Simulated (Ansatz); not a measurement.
Computed with DFT PBE, scalar-relativistic, plane waves, PAW (Ansatz). Settings: cutoff 420 eV, Γ-centred meshes spaced at most about 0.3 Å⁻¹ (2π included), Gaussian smearing. No spin polarisation.

Temperature and zero-point effects are left out.

Compare these two cells of LiH, each relaxed at this level.

1.

Space group P6_3/mmc (No. 194). a = 2.780 Å, b = 2.780 Å, c = 4.885 Å, α = 90.00°, β = 90.00°, γ = 120.00°
| atom | site | symmetry | x | y | z |
| --- | --- | --- | --- | --- | --- |
| Li | 2a | -3m. | 0.0000 | 0.0000 | 0.0000 |
| H | 2d | -6m2 | 0.6667 | 0.3333 | 0.2500 |

2.

Space group P-3m1 (No. 164). a = 2.813 Å, b = 2.813 Å, c = 11.842 Å, α = 90.00°, β = 90.00°, γ = 120.00°
```json
{"atom": "Li", "site": "2c", "symmetry": "3m.", "x": "0.0000", "y": "0.0000", "z": "0.7930"}
{"atom": "Li", "site": "1a", "symmetry": "-3m.", "x": "0.0000", "y": "0.0000", "z": "0.0000"}
{"atom": "Li", "site": "2d", "symmetry": "3m.", "x": "0.3333", "y": "0.6667", "z": "0.4023"}
{"atom": "H", "site": "2d", "symmetry": "3m.", "x": "0.3333", "y": "0.6667", "z": "0.6954"}
{"atom": "H", "site": "2d", "symmetry": "3m.", "x": "0.6667", "y": "0.3333", "z": "0.8966"}
{"atom": "H", "site": "1b", "symmetry": "-3m.", "x": "0.0000", "y": "0.0000", "z": "0.5000"}
```

Problem. Which form is favoured at zero pressure, and by what margin per atom?

Solution. Cell 2 is lower, by 31 meV/atom. Cell 1 has the nickel arsenide type, space group P6_3/mmc (No. 194), 8.2 Å³/atom and a gap of 4.35 eV on its mesh; cell 2 has space group P-3m1 (No. 164), 8.1 Å³/atom and a gap of 3.46 eV. Counting H atoms around Li (those within 1.25 times the shortest such distance or 1.15 times the sum of covalent radii), cell 1 and cell 2 both have Li 6. Origin: cell 1, invented, then shaken at random and relaxed again; cell 2, invented. Shaken at random and relaxed again, cell 2 came back. The lowest form computed isn't among them: it has the rock salt type, space group Fm-3m (No. 225), 8.0 Å³/atom, is reached from a cell as deposited in COD and lies 22 meV/atom below the best shown. Checks on cell 1: no imaginary mode on a 3×3×2 q mesh. Checks on cell 2: no imaginary mode on a 3×3×1 q mesh.

Kohn–Sham gaps at this level usually fall short of measured ones. With hydrogen, zero-point motion can shift such differences by 10 meV/atom or more. Some candidate types were left out of the draw beforehand, so a known form may be missing.
